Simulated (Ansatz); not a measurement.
AgCl in the wurtzite structure (it has left that coordination), relaxed with r2SCAN in Ansatz 0.2.0. It is hexagonal, P6_3/mmc (No. 194); conventional cell a = 4.520 Å, c = 5.722 Å, 25.31 Å³ an atom. Around Ag lie 5 Cl at 2.61–2.86 Å; around Cl lie 5 Ag at 2.61–2.86 Å. The cell started from the wurtzite prototype, but the relaxation took it to the higher symmetry P6_3/mmc (No. 194), so the name no longer describes it.

The axes x, y and z are those of this cell:
```yaml
crystal:
  lattice:
    - [4.51974, 0.00000, 0.00000]
    - [-2.25987, 3.91421, 0.00000]
    - [0.00000, 0.00000, 5.72250]
  atoms:
    - { symbol: Ag, position: [0.33333, 0.66667, 0.93778] }
    - { symbol: Ag, position: [0.66667, 0.33333, 0.43778] }
    - { symbol: Cl, position: [0.33333, 0.66667, 0.43722] }
    - { symbol: Cl, position: [0.66667, 0.33333, 0.93722] }
```

Unstrained: The PBE gap is indirect, 1.364 eV (H to Γ), below the direct gap of 1.391 eV at Γ. The r2SCAN gap is indirect, 1.815 eV (H to Γ), below the direct gap of 1.829 eV at Γ. Least and direct gap differ so little that the kind isn't settled. With HSE06 the valence top lies at H and the conduction bottom at Γ, 2.850 eV higher; the smallest vertical gap, at Γ, is 2.871 eV. Meshes: PBE 6×6×4, r2SCAN 6×6×4, HSE06 6×6×4. Strains are changes of length per length, and xy shears are angles. After each strain the atoms were relaxed again with r2SCAN within the symmetry that the strain leaves, so tilts or polar shifts that break it weren't tested; points keep the names that they have in the unstrained zone. The cell comes from a prototype generator: it can be a known phase or a hypothetical one. Spin polarisation is off.

Task: Estimate what isotropic -2.88 % on every length does to the gap.

Result: PBE: the gap goes from 1.364 to 1.324 eV (-0.040 eV). r2SCAN: the gap goes from 1.815 to 1.766 eV (-0.049 eV). HSE06: the gap goes from 2.850 to 2.789 eV (-0.061 eV). The r2SCAN energy rises by 26.1 meV an atom.

Task: Apply xy shear, engineering strain (angle) +0.61 %. How far does the gap move, against the unstrained cell?

Result: PBE: the gap goes from 1.364 to 1.364 eV (0.000 eV); the edges go from H → Γ to (1/3, 0.328, -1/2) → Γ. r2SCAN: the gap goes from 1.815 to 1.815 eV (0.000 eV). The r2SCAN energy rises by 0.0 meV an atom.

The runs are scalar-relativistic, without spin-orbit coupling.

The meshes of the hybrids are coarse, so their gaps aren't converged to the digits shown.
